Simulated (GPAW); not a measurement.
# Fe (Fmmm) in GPAW: single point with PBE

Aim: the single point of Fe with PBE.

Program: GPAW 26.7.0. These are calculated values, not measurements. Logs are shortened: lines on timing, memory, paths and dates and some standing lists are left out, and cuts for length are marked. The log counts tension as positive stress, the text compression.

### Step 1. The crystal as given

Symmetry: Fmmm, No. 69, orthorhombic system. Conventional cell: a = 2.997 Å, b = 3.883 Å, c = 3.930 Å, α = 90.00°, β = 90.00°, γ = 90.00°. Fe (site symmetry mmm) is surrounded by 12 Fe at 2.45 to 2.76 Å.

### Step 2. Single point, PBE, collinear spin, ferromagnetic start

run.py

```python
from ase.dft.bandgap import bandgap
from ase.io import read, write
from ase.units import GPa
from gpaw import GPAW, PW

atoms = read('Fe.cif')
atoms.set_initial_magnetic_moments([4.0, 4.0, 4.0, 4.0])

calc = GPAW(mode=PW(400),
            xc='PBE',
            kpts={'size': (7, 6, 6), 'gamma': True},
            occupations={'name': 'fermi-dirac', 'width': 0.05},
            nbands=34,
            maxiter=120,
            txt='gpaw.txt')
atoms.calc = calc
energy = atoms.get_potential_energy()
forces = atoms.get_forces()
stress = atoms.get_stress()
calc.write('gs.gpw')
write('result.traj', atoms)
print(f'Energy: {energy:.6f} eV')
print('Forces (eV/A):')
print(forces.round(4))
print('Stress (GPa):', (stress / GPa).round(3))
print('Moments:', calc.get_magnetic_moments().round(3))
print('Fermi level:', round(calc.get_fermi_level(), 4), 'eV')
print(f'Gap: {bandgap(calc)[0]:.4f} eV, direct: {bandgap(calc, direct=True)[0]:.4f} eV')
```

Fe.cif

```cif
data_Fe
_cell_length_a 2.99687942
_cell_length_b 3.88347938
_cell_length_c 3.93021032
_cell_angle_alpha 90.00000000
_cell_angle_beta 90.00000000
_cell_angle_gamma 90.00000000
_space_group_name_H-M_alt 'Fmmm'
_space_group_name_Hall '-F 2 2'
_space_group_IT_number 69
loop_
_space_group_symop_operation_xyz
'x,y,z'
'-x,-y,-z'
'-x,-y,z'
'x,y,-z'
'x,-y,-z'
'-x,y,z'
'-x,y,-z'
'x,-y,z'
'x,y+1/2,z+1/2'
'-x,-y+1/2,-z+1/2'
'-x,-y+1/2,z+1/2'
'x,y+1/2,-z+1/2'
'x,-y+1/2,-z+1/2'
'-x,y+1/2,z+1/2'
'-x,y+1/2,-z+1/2'
'x,-y+1/2,z+1/2'
'x+1/2,y,z+1/2'
'-x+1/2,-y,-z+1/2'
'-x+1/2,-y,z+1/2'
'x+1/2,y,-z+1/2'
'x+1/2,-y,-z+1/2'
'-x+1/2,y,z+1/2'
'-x+1/2,y,-z+1/2'
'x+1/2,-y,z+1/2'
'x+1/2,y+1/2,z'
'-x+1/2,-y+1/2,-z'
'-x+1/2,-y+1/2,z'
'x+1/2,y+1/2,-z'
'x+1/2,-y+1/2,-z'
'-x+1/2,y+1/2,z'
'-x+1/2,y+1/2,-z'
'x+1/2,-y+1/2,z'
loop_
_atom_site_label
_atom_site_type_symbol
_atom_site_symmetry_multiplicity
_atom_site_Wyckoff_symbol
_atom_site_fract_x
_atom_site_fract_y
_atom_site_fract_z
_atom_site_occupancy
Fe1 Fe 4 a 0.0000000000 0.0000000000 0.0000000000 1
```

Potentials or basis: GPAW PAW data sets (gpaw-data 1.2.1), pw.

On the command line:

```sh
$ OMP_NUM_THREADS=1 python run.py
```

gpaw.txt:

```text
__  _  _
 | _ |_)|_||  |
 |__||  | ||/\| - 26.7.0

Input parameters:
  mode=PW(ecut=400.0),
  kpts=MonkhorstPack(size=(7, 6, 6), gamma=True),
  maxiter=120,
  nbands=34,
  occupations=Occupations(name='fermi-dirac', width=0.05),
  xc=XC(name='PBE')

Diagonalizing LCAO Hamiltonian
Converting LCAO to pw mode
   .------.
  /|      |
 * |      |
 |Fe      |
 | |      |
 | .-Fe---.
 |/   Fe /
 Fe-----*

Atoms  # Å, Bohr magnetons
|   | symbol |        x |        y |        z |    initial magnetic moments |
|---|--------|----------|----------|----------|-----------------------------|
| 0 |     Fe | 0.000000 | 0.000000 | 0.000000 | ( 0.0000,  0.0000,  4.0000) |
| 1 |     Fe | 0.000000 | 1.941740 | 1.965105 | ( 0.0000,  0.0000,  4.0000) |
| 2 |     Fe | 1.498440 | 0.000000 | 1.965105 | ( 0.0000,  0.0000,  4.0000) |
| 3 |     Fe | 1.498440 | 1.941740 | 0.000000 | ( 0.0000,  0.0000,  4.0000) |

Unit cell  # Å
| periodic |        x |        y |        z |  lengths |    angles |
|----------|----------|----------|----------|----------|-----------|
|      yes | 2.996879 | 0.000000 | 0.000000 | 2.996879 | 90.000000 |
|      yes | 0.000000 | 3.883479 | 0.000000 | 3.883479 | 90.000000 |
|      yes | 0.000000 | 0.000000 | 3.930210 | 3.930210 | 90.000000 |

Number of symmetries: 8
Symmetry operations  # r_c * U_cc + t_c -> r_c
|   | kind |            matrix            |
|---|------|------------------------------|
| 0 |  E   |  1, 0, 0,  0, 1, 0,  0, 0, 1 |
| 1 |  σ   |  1, 0, 0,  0, 1, 0,  0, 0,-1 |
| 2 |  σ   |  1, 0, 0,  0,-1, 0,  0, 0, 1 |
| 3 |  C2  |  1, 0, 0,  0,-1, 0,  0, 0,-1 |
| 4 |  σ   | -1, 0, 0,  0, 1, 0,  0, 0, 1 |
| 5 |  C2  | -1, 0, 0,  0, 1, 0,  0, 0,-1 |
| 6 |  C2  | -1, 0, 0,  0,-1, 0,  0, 0, 1 |
| 7 |  i   | -1, 0, 0,  0,-1, 0,  0, 0,-1 |

BZ-sampling:
  Number of BZ points: 252
  Number of IBZ points: 64

  Monkhorst-Pack size: [7, 6, 6]
  Monkhorst-Pack shift: [0.0, 0.08333333333333333, 0.08333333333333333]

K-points  # in reciprocal-cell coordinates
|     |                                coordinates |     weight |
|-----|--------------------------------------------|------------|
|   0 | (  0.00000000,   0.00000000,   0.00000000) | 0.00396825 |
|   1 | (  0.00000000,   0.00000000,   0.16666667) | 0.00793651 |
|   2 | (  0.00000000,   0.00000000,   0.33333333) | 0.00793651 |
|   3 | (  0.00000000,   0.00000000,   0.50000000) | 0.00396825 |
|   4 | (  0.00000000,   0.16666667,   0.00000000) | 0.00793651 |
|   5 | (  0.00000000,   0.16666667,   0.16666667) | 0.01587302 |
|   6 | (  0.00000000,   0.16666667,   0.33333333) | 0.01587302 |
|   7 | (  0.00000000,   0.16666667,   0.50000000) | 0.00793651 |
|   8 | (  0.00000000,   0.33333333,   0.00000000) | 0.00793651 |
|   9 | (  0.00000000,   0.33333333,   0.16666667) | 0.01587302 |
| ... |                                            |            |
|  63 | (  0.42857143,   0.50000000,   0.50000000) | 0.00793651 |

Plane wave coefficients: 846
Cutoff: 400.0 eV

Spin-components: 2 (collinear spins)
Bands:           34
Projectors:      24
Spin-degeneracy: 1
Datatype:        complex128

Parallelization:
  kpt:    1
  domain: 1
  band:   1

Density:
  Valence electrons: 32.0
  Components: 2
  Grid points: [14 18 20]
  Charge: 0.0  # |e|

Potential:
  Grid points: [14 18 20]

species:
  Fe:
    name:    Iron
    Z:       26.0
    valence: 8
    core:    18
    charge:  0.0  # [|e|]
    compensation charges:
      type: gauss
      rc: 0.33  # [Å]
      lmax: 2
    cutoffs:
      filter: 2.06  # [Å]
      core: 2.67  # [Å]
    projectors
    | kind |    occ | energy [eV] | rcut [Å] |
    |------|--------|-------------|----------|
    |   4s |  2.000 |      -5.291 |    1.164 |
    |   4p |  0.000 |      -1.326 |    1.058 |
    |   3d |  6.000 |      -7.505 |    1.058 |
    |    s |        |      21.920 |    1.164 |
    |    p |        |      25.885 |    1.058 |
    |    d |        |      19.706 |    1.058 |

    Using partial waves for Fe as LCAO basis

Reference energy: -138477.818400  # eV

eigensolver:
  PPCG
  Converge bands: occupied
  niter=2

density mixing:
  MSR1-Mixer
  Pratt-step length: 0.05
  Maximum mixing coefficient: 0.75
  Old densities: 10
  SVD Regularization: 0.005
  Good broyden scale: 1.0
  Trust region scale: 1.0
  Backstep threshold: 4.0
  History deletion threshold: 6.0
  Fourier metric: weight=20.0, sigma=0.015

occupation numbers:
  Fermi-Dirac:
    width: 0.0500  # eV

poisson solver:
  ecut: 3200.0  # eV

xc functional:
  name: PBE with 2 nearest neighbor stencil

convergence criteria:
- Maximum [total energy] change in last 3 cyles: 0.0005 eV / valence electron
- Maximum integral of absolute [dens]ity change: 0.0001 electrons / valence electron
- Maximum integral of absolute [eigenst]ate change: 4e-08 eV^2 / valence electron
maximum number of iterations: 120

SCF iterations
|iter     | |      energy | eigst |  dens |  magmom |
|---------|-|-------------|-------|-------|---------|
|iter:   1| |  -33.924495 | +0.34 |       | +16.0283|
|iter:   2| |  -34.050257 | -1.53 | -0.71 | +15.7763|
|iter:   3| |  -35.416283 | -1.64 | -0.73 | +11.7552|
|iter:   4| |  -35.561626 | -1.84 | -1.08 | +11.0610|
|iter:   5| |  -36.418840 | -1.89 | -1.06 |  +9.1778|
|iter:   6| |  -35.524479 | -2.24 | -0.86 |  +8.5873|
|iter:   7| |  -35.616696 | -3.22 | -1.60 |  +8.7751|
|iter:   8| |  -35.558276 | -3.41 | -1.49 |  +8.7151|
|iter:   9| |  -35.569795 | -3.81 | -1.78 |  +8.7210|
|iter:  10| |  -35.575082 | -3.88 | -1.99 |  +8.7711|
|iter:  11| |  -35.573876c| -5.09 | -2.29 |  +8.7788|
|iter:  12| |  -35.574078c| -5.25 | -2.71 |  +8.7798|
|iter:  13| |  -35.574160c| -5.48 | -3.07 |  +8.7961|
|iter:  14| |  -35.574165c| -7.09 | -3.82 |  +8.7998|
|iter:  15| |  -35.574168c| -7.54c| -4.40c|  +8.8002|

Converged in 15 steps
Energy contributions relative to reference atoms: (reference = -138477.818400)

Energy contributions:
  Kinetic:          27.267115
  Coulomb:         -23.207242
  Zero:              1.167232
  External:          0.000000
  Xc:              -40.784877
  Entropy:          -0.032793
  Spinorbit:         0.000000
  ----------------------------
  Free energy:     -35.590564
  Extrapolated:    -35.574168

dipole moment: (-14.703485, -19.053380, -19.282647)  # |e|*Ang

Total magnetic moment: (0.000000, 0.000000, 8.800193)

Local magnetic moments
|        x |        y |        z |
|----------|----------|----------|
| 0.000000 | 0.000000 | 2.237970 |  # Fe   0
| 0.000000 | 0.000000 | 2.237767 |  # Fe   1
| 0.000000 | 0.000000 | 2.237674 |  # Fe   2
| 0.000000 | 0.000000 | 2.238069 |  # Fe   3

Fermi level: 10.081
Eigenvalues  # (at kpt = [0.000, 0.000, 0.000])
| band index |      eig [eV] | occ [0-1] |      eig [eV] | occ [0-1] |
|------------|---------------|-----------|---------------|-----------|
|          0 |         1.521 |     1.000 |         1.673 |     1.000 |
|        ... |               |           |               |           |
|          5 |         6.349 |     1.000 |         7.947 |     1.000 |
|          6 |         6.363 |     1.000 |         8.003 |     1.000 |
|          7 |         7.628 |     1.000 |         9.461 |     1.000 |
|          8 |         7.716 |     1.000 |         9.609 |     1.000 |
|          9 |         8.047 |     1.000 |        10.108 |     0.370 |
|         10 |         8.718 |     1.000 |        10.896 |     0.000 |
[... 8 lines left out ...]
|         19 |        10.464 |     0.000 |        12.382 |     0.000 |
|         20 |        10.541 |     0.000 |        12.445 |     0.000 |
|        ... |               |           |               |           |
|         33 |        30.863 |     0.000 |        31.941 |     0.000 |

No gap
No difference between direct/indirect transitions

Forces  # eV/Ang
|       x |       y |       z |
|---------|---------|---------|
| 0.00000 | 0.00000 | 0.00000 |  # Fe   0
| 0.00000 | 0.00000 | 0.00000 |  # Fe   1
| 0.00000 | 0.00000 | 0.00000 |  # Fe   2
| 0.00000 | 0.00000 | 0.00000 |  # Fe   3

Stress tensor  # eV/Ang^3
|        x |        y |        z |
|----------|----------|----------|
| 0.068374 | 0.000000 | 0.000000 |
| 0.000000 | 0.004096 | 0.000000 |
| 0.000000 | 0.000000 | 0.016811 |

# Writing to gs.gpw (mode='')
```

Wall time 56 s (1 thread of Intel Xeon 6975P-C (Granite Rapids), shared host); peak memory 0.21 GiB.

These settings aren't checked as converged: the numbers below hold their error.

Results:

* Free energy: -35.5906 eV
* Pressure: -4.8 GPa
* Band gap on the k mesh: none (metal or under the smearing width)
* Net moment: 8.80 μB per cell
* Site moments: Fe +2.24 μB

Caveat: the cutoff is short for stress and forces, so pressures can be off by a GPa or more.
